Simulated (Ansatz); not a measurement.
# TaN (zincblende): how the settings move a single-point run

Question: which choices in the input matter for TaN (zincblende)?

Program: Ansatz 0.2.0. Level of theory: reference: DFT r2SCAN, scalar-relativistic, plane waves, PAW. These are calculated values, not measurements.

### 1 The structure to begin with

Symmetry: F-43m, No. 216, cubic system. Conventional cell: a = 4.733 Å, b = 4.733 Å, c = 4.733 Å, α = 90.00°, β = 90.00°, γ = 90.00°. Around Ta (site symmetry -43m) lie 4 N at 2.05 Å. N (site symmetry -43m) has 4 Ta at 2.05 Å in its first shell of neighbours.

Coordinates:

```cif
data_structure
_symmetry_space_group_name_H-M 'F-43m'
_symmetry_Int_Tables_number 216
_cell_length_a 4.7330
_cell_length_b 4.7330
_cell_length_c 4.7330
_cell_angle_alpha 90.000
_cell_angle_beta 90.000
_cell_angle_gamma 90.000
_cell_volume 106.03
loop_
_atom_site_label
_atom_site_type_symbol
_atom_site_symmetry_multiplicity
_atom_site_Wyckoff_symbol
_atom_site_fract_x
_atom_site_fract_y
_atom_site_fract_z
_atom_site_occupancy
Ta1 Ta 4 a 0.00000 0.00000 0.00000 1
N1 N 4 d 0.25000 0.25000 0.75000 1
```

### 2 Baseline

Input file input.yaml:

```yaml
crystal:
  lattice:
    - [0.0, 2.3665051011, 2.3665051011]
    - [2.3665051011, 0.0, 2.3665051011]
    - [2.3665051011, 2.3665051011, 0.0]
  atoms:
    - { symbol: Ta, position: [0.0, 0.0, 0.0], spin: 0.05 }
    - { symbol: "N", position: [0.25, 0.25, 0.25] }
basis:
  ecutwfc: 500
  ecutrho_ratio: 4
kpoints:
  mp_grid: { grid: [12, 12, 12] }
hamiltonian:
  xc: r2scan
scf:
  occupations: { method: gaussian, width: 0.05 }
output:
  forces: true
  stress: true
  eigenvalues: true
  populations: true
magnetization:
  spin_polarized: true
```

Run with:

```
$ ansatz run input.yaml --threads 2 --pin off --max-ram 2662MiB --backend cpu --events-out ev --progress --plain --runs-dir out
```

### 3 Changed: occupations.method cold, occupations.width 0.005, scf.algorithm density_mixing

Input file input.yaml:

```yaml
crystal:
  lattice:
    - [0.0, 2.3665051011, 2.3665051011]
    - [2.3665051011, 0.0, 2.3665051011]
    - [2.3665051011, 2.3665051011, 0.0]
  atoms:
    - { symbol: Ta, position: [0.0, 0.0, 0.0], spin: 2.0 }
    - { symbol: "N", position: [0.25, 0.25, 0.25] }
basis:
  ecutwfc: 500
  ecutrho_ratio: 4
kpoints:
  mp_grid: { grid: [12, 12, 12] }
hamiltonian:
  xc: r2scan
scf:
  occupations: { method: cold, width: 0.005 }
  algorithm: density_mixing
output:
  forces: true
  stress: true
magnetization:
  spin_polarized: true
```

### 4 Variant: starting moments, hubbard.sites [{species: Ta, l: d, u_eff: 3.0}], hubbard.double_counting amf, mixing.algorithm anderson, mixing.beta 0.5, mixing.ndim 16

Input file input.yaml:

```yaml
crystal:
  lattice:
    - [0.0, 2.3665051011, 2.3665051011]
    - [2.3665051011, 0.0, 2.3665051011]
    - [2.3665051011, 2.3665051011, 0.0]
  atoms:
    - { symbol: Ta, position: [0.0, 0.0, 0.0], spin: -2.0 }
    - { symbol: "N", position: [0.25, 0.25, 0.25] }
basis:
  ecutwfc: 500
  ecutrho_ratio: 4
kpoints:
  mp_grid: { grid: [12, 12, 12] }
hamiltonian:
  xc: r2scan
  hubbard: { sites: [{ species: Ta, l: d, u_eff: 3.0 }], double_counting: amf }
scf:
  occupations: { method: gaussian, width: 0.05 }
  mixing: { algorithm: anderson, beta: 0.5, ndim: 16 }
output:
  forces: true
  stress: true
magnetization:
  spin_polarized: true
```

### 5 Changing settings: preconditioner kerker

input.yaml, as its differences from that of step 2:

```diff
@@ -6,3 +6,3 @@
   atoms:
-    - { symbol: Ta, position: [0.0, 0.0, 0.0], spin: 0.05 }
+    - { symbol: Ta, position: [0.0, 0.0, 0.0], spin: 2.0 }
     - { symbol: "N", position: [0.25, 0.25, 0.25] }
@@ -17,2 +17,3 @@
   occupations: { method: gaussian, width: 0.05 }
+  mixing: { preconditioner: kerker }
 output:
@@ -20,4 +21,2 @@
   stress: true
-  eigenvalues: true
-  populations: true
 magnetization:
```

### 6 Variant: xc pbe

input.yaml, as its differences from that of step 2:

```diff
@@ -6,3 +6,3 @@
   atoms:
-    - { symbol: Ta, position: [0.0, 0.0, 0.0], spin: 0.05 }
+    - { symbol: Ta, position: [0.0, 0.0, 0.0], spin: 2.0 }
     - { symbol: "N", position: [0.25, 0.25, 0.25] }
@@ -14,3 +14,3 @@
 hamiltonian:
-  xc: r2scan
+  xc: pbe
 scf:
@@ -20,4 +20,2 @@
   stress: true
-  eigenvalues: true
-  populations: true
 magnetization:
```

### 7 Variant: ecutwfc 200 eV, occupations.method fermi_dirac, occupations.width 0.15

Input file input.yaml:

```yaml
crystal:
  lattice:
    - [0.0, 2.3665051011, 2.3665051011]
    - [2.3665051011, 0.0, 2.3665051011]
    - [2.3665051011, 2.3665051011, 0.0]
  atoms:
    - { symbol: Ta, position: [0.0, 0.0, 0.0], spin: 2.0 }
    - { symbol: "N", position: [0.25, 0.25, 0.25] }
basis:
  ecutwfc: "200 eV"
  ecutrho_ratio: 4
kpoints:
  mp_grid: { grid: [12, 12, 12] }
hamiltonian:
  xc: r2scan
scf:
  occupations: { method: fermi_dirac, width: 0.15 }
output:
  forces: true
  stress: true
magnetization:
  spin_polarized: true
```

What does the calculation give? Wanted: for each run, ending; energy change; pressure; gap; force.

The runs gave:

```
                                                                                                                                                          run     ending                                                    energy change  pressure (GPa)  gap (eV)  force (eV/Å)  cycles   time
                                                                                                                                                    reference  converged                                                                0             0.0      0.00          0.00      19  9.9 s
                                                                            1: occupations.method cold, occupations.width 0.005, scf.algorithm density_mixing  converged                                              -0.1 meV/atom (σ→0)             0.0      0.00          0.00      15  7.8 s
2: starting moments, hubbard.sites [{species: Ta, l: d, u_eff: 3.0}], hubbard.double_counting amf, mixing.algorithm anderson, mixing.beta 0.5, mixing.ndim 16  converged  -37.0 meV/atom (Hubbard term changed: no physical gain or loss)             0.4      0.00          0.00      23   14 s
                                                                                                                                     3: preconditioner kerker  converged                                                     0.0 meV/atom             0.0      0.00          0.00      21  9.7 s
                                                                                                                                                    4: xc pbe  converged                                                   not comparable             3.8      0.00          0.00      11  3.4 s
                                                                                    5: ecutwfc 200 eV, occupations.method fermi_dirac, occupations.width 0.15  converged                                              +2.09 eV/atom (σ→0)             4.1      0.00          0.00      16  3.4 s
```

Residual by cycle in the longest SCF loop of each run; runs are numbered as in the table. The quantity is the density residual dr2, in eV.

```
cycle  reference    run 1    run 2    run 3    run 4    run 5
    1       1.44     1.49     1.37     1.49     1.61    0.672
    3     0.0722    0.084   0.0357    0.101   0.0311   0.0739
    5     0.0134  0.00243   1.6e-4   0.0303   8.2e-5   0.0094
    7     1.9e-5   1.2e-4   6.1e-5  0.00196   2.0e-6   2.2e-5
    9     8.4e-7   4.9e-6   5.2e-5   1.9e-4   3.7e-9   3.5e-7
   11     5.4e-9   1.0e-7   3.9e-7   4.3e-6  9.8e-13   2.1e-7
   13    7.7e-11   3.2e-9   6.3e-7   7.9e-7        -   1.1e-9
   15    4.3e-12  8.4e-11   1.6e-7   1.3e-8        -  1.0e-11
   17    9.3e-13        -   4.3e-8  7.9e-10        -        -
   19    9.7e-13        -   5.1e-8  2.0e-10        -        -
   21          -        -  4.7e-10  1.2e-11        -        -
   23          -        -  9.0e-12        -        -        -
```

What this shows: Run 5 ran under the cutoff that the potentials recommend, as the log warns, so basis error is mixed into its values. A changed U is a change of model: its shifts are not errors of convergence. Of the variants the dearest is «starting moments, hubbard.sites [{species: Ta, l: d, u_eff: 3.0}], hubbard.double_counting amf, mixing.algorithm anderson, mixing.beta 0.5, mixing.ndim 16» (14 s), the cheapest «ecutwfc 200 eV, occupations.method fermi_dirac, occupations.width 0.15» (3.4 s), on a shared host.
